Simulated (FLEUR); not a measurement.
# TaN (P-6m2) in FLEUR: a series of runs

Runs on TaN. Level: LDA+U. Tasks: single point.

Program: FLEUR MaX-R8.1 (later development tree). These are calculated values, not measurements. Logs are shortened: lines on timing, memory, paths and dates and some standing lists are left out, and cuts for length are marked.

### Step 1. The structure

It takes space group P-6m2 (No. 187, hexagonal). The conventional cell has a = 2.938 Å, b = 2.938 Å, c = 2.883 Å, α = 90.00°, β = 90.00°, γ = 120.00°. Around Ta (site symmetry -6m2) lie 6 N at 2.23 Å. Around N (site symmetry -6m2) lie 6 Ta at 2.23 Å.

### Step 2. Single point, LDA+U, collinear spin, ferromagnetic start

Input file inp.xml:

```xml
<?xml version="1.0" encoding="UTF-8" standalone="no"?>
<fleurInput fleurInputVersion="0.39">
   <comment>
      TaN                                                                                                 
   </comment>
   <calculationSetup>
      <cutoffs Kmax="4.83" Gmax="15.0" GmaxXC="15.0" numbands="0"/>
      <scfLoop itmax="100" minDistance="0.001" maxIterBroyd="50" imix="Anderson" alpha="0.05" precondParam="0.0" spinf="2.0" sdNocoIR="T"/>
      <coreElectrons ctail="T" frcor="F" kcrel="0" coretail_lmax="0"/>
      <xcFunctional name="vwn" relativisticCorrections="F"/>
      <magnetism jspins="2"/>
      <soc l_soc="F" theta="0.0" phi="0.0" spav="F"/>
      <expertModes spex="0" secvar="F"/>
      <geometryOptimization l_f="F" forcealpha="1.0" forcemix="BFGS" epsdisp="0.00001" epsforce="0.00001"/>
      <ldaU l_linMix="F" mixParam="0.05" spinf="1.0"/>
   </calculationSetup>
   <cell>
      <bzIntegration valenceElectrons="32.0" mode="gauss" fermiSmearingEnergy="0.00183747">
         <kPointListSelection listName="default-1"/>
         <!-- k-points included here -->
         <xi:include xmlns:xi="http://www.w3.org/2001/XInclude" href="kpts.xml"> </xi:include>
      </bzIntegration>
      <!-- symmetry operations included here -->
      <xi:include xmlns:xi="http://www.w3.org/2001/XInclude" href="sym.xml"> </xi:include>
      <bulkLattice scale="1.0">
         <bravaisMatrix>
            <row-1>    5.5520174543164149    -0.0000000052912331     0.0000000000000000</row-1>
            <row-2>   -2.7760087224338919     4.8081881603017420     0.0000000000000000</row-2>
            <row-3>    0.0000000000000000     0.0000000000000000     5.4480845935165352</row-3>
         </bravaisMatrix>
      </bulkLattice>
   </cell>
   <atomSpecies>
      <species name="Tantalum (2.001" element="Ta" atomicNumber="73">
         <mtSphere radius="2.41" gridPoints="797" logIncrement="0.017"/>
         <atomicCutoffs lmax="10" lnonsphr="10"/>
         <electronConfig flipSpins="F">
            <coreConfig>(1s1/2) (2s1/2) (2p1/2) (2p3/2) (3s1/2) (3p1/2) (3p3/2) (4s1/2) (3d3/2) (3d5/2) (4p1/2) (4p3/2) (4d3/2) (4d5/2)</coreConfig>
            <valenceConfig>(5s1/2) (5p1/2) (5p3/2) (6s1/2) (4f5/2) (4f7/2) (5d3/2) (5d5/2)</valenceConfig>
            <stateOccupation state="(5d3/2)" spinUp="0.7005" spinDown="0.4995"/>
            <stateOccupation state="(5d5/2)" spinUp="1.8" spinDown="0.0"/>
         </electronConfig>
         <energyParameters s="6" p="6" d="5" f="4"/>
         <ldaU l="2" U="7" J="0.0" l_amf="F"/>
         <lo type="SCLO" l="0" n="5" eDeriv="0"/>
         <lo type="SCLO" l="1" n="5" eDeriv="0"/>
         <lo type="SCLO" l="3" n="4" eDeriv="2"/>
      </species>
      <species name="Nitrogen (N)" element="N" atomicNumber="7">
         <mtSphere radius="1.49" gridPoints="493" logIncrement="0.021"/>
         <atomicCutoffs lmax="8" lnonsphr="8"/>
         <electronConfig flipSpins="F">
            <coreConfig>(1s1/2)</coreConfig>
            <valenceConfig>(2s1/2) (2p1/2) (2p3/2)</valenceConfig>
            <stateOccupation state="(2p1/2)" spinUp="0.500000" spinDown="0.500000"/>
            <stateOccupation state="(2p3/2)" spinUp="1.000000" spinDown="1.000000"/>
         </electronConfig>
         <energyParameters s="2" p="2" d="3" f="4"/>
         <lo type="SCLO" l="0" n="2" eDeriv="2"/>
         <lo type="SCLO" l="1" n="2" eDeriv="2"/>
         <lo type="SCLO" l="2" n="3" eDeriv="2"/>
      </species>
   </atomSpecies>
   <atomGroups>
      <atomGroup species="Tantalum (2.001">
         <relPos label="                   1">1.000/3.000 -1.000/3.000 1.000/2.000</relPos>
         <force calculate="T" relaxXYZ="TTT"/>
      </atomGroup>
      <atomGroup species="Nitrogen (N)">
         <relPos label="                   2">.0000000000 .0000000000 .0000000000</relPos>
         <force calculate="T" relaxXYZ="TTT"/>
      </atomGroup>
   </atomGroups>
   <output dos="F" band="F" slice="F">
      <checks vchk="F" cdinf="F"/>
      <bandDOS minEnergy="-.5*Htr" maxEnergy="0.5*Htr" sigma="0.015" storeEVData="T"/>
      <vacuumDOS vacdos="F" integ="F" star="F" nstars="0" locx1="0.0" locy1="0.0" locx2="0.0" locy2="0.0" nstm="0" tworkf="0.0"/>
      <unfoldingBand unfoldBand="F" supercellX="1" supercellY="1" supercellZ="1"/>
      <plotting iplot="0" polar="F">
         <plot TwoD="T" vec1="  1.0  0.0  0.0" vec2="  0.0  1.0  0.0" vec3="  0.0  0.0  1.0" zero="  0.0  0.0  0.0" file="plot"/>
      </plotting>
      <chargeDensitySlicing numkpt="0" minEigenval="0.0" maxEigenval="0.0" nnne="0" pallst="F"/>
      <specialOutput eonly="F"/>
      <moessbauerParams electricFieldGradient="T" isomerShift="T" coreHyperfine="T" valenceHyperfine="T"/>
      <magneticCircularDichroism mcd="F" energyLo="-10.0" energyUp="0.0"/>
   </output>
  <!-- We include the file relax.xml here to enable relaxations (see documentation) -->
  <xi:include xmlns:xi="http://www.w3.org/2001/XInclude" href="relax.xml"> <xi:fallback/> </xi:include>
</fleurInput>
```

Input file crystal.txt:

```
TaN
&input cartesian=F /
2.9380011114  -0.0000000028  0.0000000000
-1.4690005532  2.5443836002  0.0000000000
0.0000000000  0.0000000000  2.8830022100
1.8897261246
1.0 1.0 1.0

2
73 0.3333333333  0.6666666667  0.5000000000 : 2.001
7 0.0000000000  0.0000000000  0.0000000000

&kpt div1=7 div2=7 div3=7 gamma=T /
```

Potentials or basis: all-electron, FLAPW.

Launch:

```sh
$ inpgen -f crystal.txt -profile fastHighL -nosym
$ # inp.xml edited to the form shown
$ fleur_MPI
```

The program printed:

```text
Welcome to FLEUR        (www.flapw.de)
      MaX-Release 8.1          (www.max-centre.eu)

 ========== k-point set info ==========
 Selected k-point list: default-1
 k-point list type: mesh
 7 x 7 x 7
 Number of k points: 343

 ------------Calculation Setup---------------------------
 Number of MPI-tasks      :            1
 Number of PE/node        :            1
 Number of OMP-threads    :            1
 Most efficient MPI parallelization for:
           1           7          49         343
 Additional eigenvalue parallelization possible
 Number of basis functions:          332
 Approximate size of matrices (H+S) per k-point:         0.003 GB
 --------------------------------------------------------
 Iteration:     1   Distance:      27.91060083 me/bohr^3
 Iteration:     2   Distance:      23.43590483 me/bohr^3
 Iteration:     3   Distance:      12.28895948 me/bohr^3
 Iteration:     4   Distance:       9.13193177 me/bohr^3
 Iteration:     5   Distance:       7.13104034 me/bohr^3
 Iteration:     6   Distance:       6.33765639 me/bohr^3
 Iteration:     7   Distance:       3.26304691 me/bohr^3
 Iteration:     8   Distance:       1.63167729 me/bohr^3
 Iteration:     9   Distance:       0.65171838 me/bohr^3
 Iteration:    10   Distance:       0.36086295 me/bohr^3
 Iteration:    11   Distance:       0.26257290 me/bohr^3
 Iteration:    12   Distance:       0.26030319 me/bohr^3
 Iteration:    13   Distance:       0.07984639 me/bohr^3
 Iteration:    14   Distance:       0.02736946 me/bohr^3
 Iteration:    15   Distance:       0.02849176 me/bohr^3
 Iteration:    16   Distance:       0.01458984 me/bohr^3
 Iteration:    17   Distance:       0.00719963 me/bohr^3
 Iteration:    18   Distance:       0.00501108 me/bohr^3
 Iteration:    19   Distance:       0.00342548 me/bohr^3
 Iteration:    20   Distance:       0.00168691 me/bohr^3
 Iteration:    21   Distance:       0.00162518 me/bohr^3
 Iteration:    22   Distance:       0.00367213 me/bohr^3
 Iteration:    23   Distance:       0.00052576 me/bohr^3

 ********************************************************************
 Run finished successfully
 Stop message:
   all done
 ********************************************************************
```

Run time: 17 min. Hardware: 1 thread of Arm Neoverse V2, shared host; peak memory 0.48 GiB.

Results:

* Free energy: -426435.6349 eV
* Net moment: 0.00 μB per cell
* Valence electrons inside the program's atomic spheres: Ta 24.59; N 3.64 (radii Ta 2.41, N 1.49 bohr)

Levels at points of the mesh, in eV from the Fermi level:
Spin up:
```
           k point  band 14  band 15  band 16  band 17  band 18  band 19
(0.00, 0.00, 0.00)    -4.89    -4.56    -3.56     1.42     3.40     3.40
```
Spin down:
| k point | band 13 | band 14 | band 15 | band 16 | band 17 | band 18 | band 19 | band 20 |
| --- | --- | --- | --- | --- | --- | --- | --- | --- |
| (0.00, 0.00, 0.00) | -4.89 | -4.89 | -4.56 | -3.56 | 1.42 | 3.40 | 3.40 | 4.67 |

Eigenvalues of the final occupation matrices:
```tsv
site	spin	trace	eigenvalues
atom type 1	1	1.01	0.15 0.15 0.22 0.22 0.28
atom type 1	2	1.01	0.15 0.15 0.22 0.22 0.28
```

Core levels (eV from the Fermi level):
```tsv
atom	levels
1 Ta	1s1/2 -67219.9, 2s1/2 -11540.5, 2p1/2 -11032.0, 2p3/2 -9763.1, 3s1/2 -2640.9, 3p1/2 -2414.6, 3p3/2 -2141.5, 4s1/2 -535.5, 3d3/2 -1758.3, 3d5/2 -1698.8, 4p1/2 -442.2, 4p3/2 -379.1, 4d3/2 -225.6, 4d5/2 -214.0
2 N	1s1/2 -374.4
```

Caveat: with Gaussian smearing the program prints no entropy term, so the energy of a metal isn't a free energy; the magnetic or orbital state may not be the lowest. The state reached can hang on the start; a lower one may exist.

### Step 3. Single point, LDA+U, collinear spin, ferromagnetic start

inp.xml, as its differences from that of step 2:

```diff
@@ -7,3 +7,3 @@
       <cutoffs Kmax="4.83" Gmax="15.0" GmaxXC="15.0" numbands="0"/>
-      <scfLoop itmax="100" minDistance="0.001" maxIterBroyd="50" imix="Anderson" alpha="0.05" precondParam="0.0" spinf="2.0" sdNocoIR="T"/>
+      <scfLoop itmax="100" minDistance="0.0002" maxIterBroyd="50" imix="Anderson" alpha="0.05" precondParam="0.0" spinf="2.0" sdNocoIR="T"/>
       <coreElectrons ctail="T" frcor="F" kcrel="0" coretail_lmax="0"/>
```

crystal.txt is that of step 2.

Potentials or basis: all-electron, FLAPW.

Launch:

```sh
$ inpgen -f crystal.txt -profile fastHighL
$ # inp.xml edited to the form shown
$ fleur_MPI
```

It took 1.8 min on 1 thread of Arm Neoverse V2, shared host; peak memory 0.1 GiB.

The run converged. Its results:

```yaml
Free_energy: -426435.6350 eV
Net_moment: 0.00 μB per cell
Valence_electrons_inside_the_program's_atomic_spheres: Ta 24.59; N 3.64 (radii Ta 2.41, N 1.49 bohr)
```

Levels at points of the mesh, in eV from the Fermi level:
Spin up:
```tsv
k point	band 12	band 13	band 14	band 15	band 16	band 17	band 18	band 19	band 20	band 21
(0.00, 0.00, 0.00)	-18.28	-4.89	-4.89	-4.56	-3.56	1.42	3.40	3.40	4.67	4.67
```
Spin down:
```tsv
k point	band 14	band 15	band 16	band 17	band 18	band 19
(0.00, 0.00, 0.00)	-4.89	-4.56	-3.56	1.42	3.40	3.40
```

Eigenvalues of the final occupation matrices:
| site | spin | trace | eigenvalues |
| --- | --- | --- | --- |
| atom type 1 | 1 | 1.01 | 0.15 0.15 0.22 0.22 0.28 |
| atom type 1 | 2 | 1.01 | 0.15 0.15 0.22 0.22 0.28 |

Core levels (eV from the Fermi level):
```csv
atom,levels
1 Ta,"1s1/2 -67219.9, 2s1/2 -11540.5, 2p1/2 -11032.0, 2p3/2 -9763.1, 3s1/2 -2640.9, 3p1/2 -2414.6, 3p3/2 -2141.5, 4s1/2 -535.5, 3d3/2 -1758.3, 3d5/2 -1698.8, 4p1/2 -442.2, 4p3/2 -379.1, 4d3/2 -225.6, 4d5/2 -214.0"
2 N,1s1/2 -374.4
```

Caveat: with Gaussian smearing the program prints no entropy term, so the energy of a metal isn't a free energy. The state reached can hang on the start; a lower one may exist.

[end of part 1 of 2]
